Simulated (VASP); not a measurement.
Wanted: the native input for a VASP 6.6.1 run.

```yaml
Task: band structure
Functional: HSE03
Potentials_or_basis: VASP PAW PBE potentials, release 64 (Al, O)
Cutoff: 520 eV
k_mesh: 6 × 6 × 2
Occupations: gaussian, width 0.02 eV
Spin: no spin polarisation
Ladder: gaps
Grid_for_exact_exchange_PRECFOCK: Fast
Further_INCAR_settings: ALGO = Normal; EDIFF = 1e-06
```

The system is Al2O3.

```
Al O
1.0
     2.88432    0.00000    0.00000
    -1.44216    2.49790    0.00000
     0.00000    0.00000    9.33675
Al O
2 3
Direct
  0.00000 0.00000 0.85001
  0.00000 0.00000 0.14999
  0.33333 0.66667 0.77768
  0.66667 0.33333 0.00000
  0.33333 0.66667 0.22232
```

Measurements of this composition are mostly on another form, of space group No. 167.

One way to write it, as run:

POSCAR

```
Al2O3
1.0
    2.8843249483      0.0000000000      0.0000000000
   -1.4421624742      2.4978986780      0.0000000000
    0.0000000000      0.0000000000      9.3367544600
Al O
2 3
Direct
    0.0000000000      0.0000000000      0.8500076700
    0.0000000000      0.0000000000      0.1499923300
    0.3333333333      0.6666666667      0.7776830800
    0.6666666667      0.3333333333      0.0000000000
    0.3333333333      0.6666666667      0.2223169200
```

INCAR.step1

```
SYSTEM = Al2O3
ALGO = Normal ; EDIFF = 1E-5
ENCUT = 520 ; GGA = PE
ISIF = 2 ; ISMEAR = 0
KPAR = 4 ; LASPH = .True.
LCHARG = .False. ; LREAL = .False.
LWAVE = .True. ; NELM = 80
PREC = Accurate ; SIGMA = 0.02
```

INCAR.step2

```
SYSTEM = Al2O3
ALGO = Normal ; EDIFF = 1E-6
ENCUT = 520 ; GGA = PE
HFSCREEN = 0.3 ; ISIF = 2
ISMEAR = 0 ; ISTART = 1
KPAR = 4 ; LASPH = .True.
LCHARG = .False. ; LHFCALC = .True.
LREAL = .False. ; LWAVE = .False.
NELM = 80 ; PREC = Accurate
PRECFOCK = Fast ; SIGMA = 0.02
```

KPOINTS

```
k-points
0
Gamma
  6 6 2
  0 0 0
```

KPOINTS_OPT

```
path GMKGALHA,LM,KH
8
line-mode
reciprocal
 0.0000000000  0.0000000000  0.0000000000  G
 0.5000000000  0.0000000000  0.0000000000  M

 0.5000000000  0.0000000000  0.0000000000  M
 0.3333333333  0.3333333333  0.0000000000  K

 0.3333333333  0.3333333333  0.0000000000  K
 0.0000000000  0.0000000000  0.0000000000  G

 0.0000000000  0.0000000000  0.0000000000  G
 0.0000000000  0.0000000000  0.5000000000  A

 0.0000000000  0.0000000000  0.5000000000  A
 0.5000000000  0.0000000000  0.5000000000  L

 0.5000000000  0.0000000000  0.5000000000  L
 0.3333333333  0.3333333333  0.5000000000  H

 0.3333333333  0.3333333333  0.5000000000  H
 0.0000000000  0.0000000000  0.5000000000  A

 0.5000000000  0.0000000000  0.5000000000  L
 0.5000000000  0.0000000000  0.0000000000  M

 0.3333333333  0.3333333333  0.0000000000  K
 0.3333333333  0.3333333333  0.5000000000  H
```

Potentials or basis: VASP PAW PBE potentials, release 64 (Al, O).

The run is started by

```sh
$ cat potpaw_PBE.64/Al/POTCAR potpaw_PBE.64/O/POTCAR > POTCAR
$ cp INCAR.step1 INCAR
$ mpirun -np 4 vasp_std > vasp.out
$ cp INCAR.step2 INCAR
$ mpirun -np 4 vasp_std > vasp.out
```

Results of the run:

The pressure is -4.8 GPa, the largest force is 0.445 eV/Å and the band gap on the k mesh is 6.24 eV, indirect (least direct gap 6.47 eV). The band gap along the path is 6.24 eV, indirect (least direct gap 6.47 eV).

Caveat: the PAW data sets were made with another functional, which shifts forces and pressure a little.

Wall time 14 min on 4 MPI ranks on Intel(R) Xeon(R) Platinum 8488C (Sapphire Rapids), on a shared host, peak memory 0.3 GiB a rank.
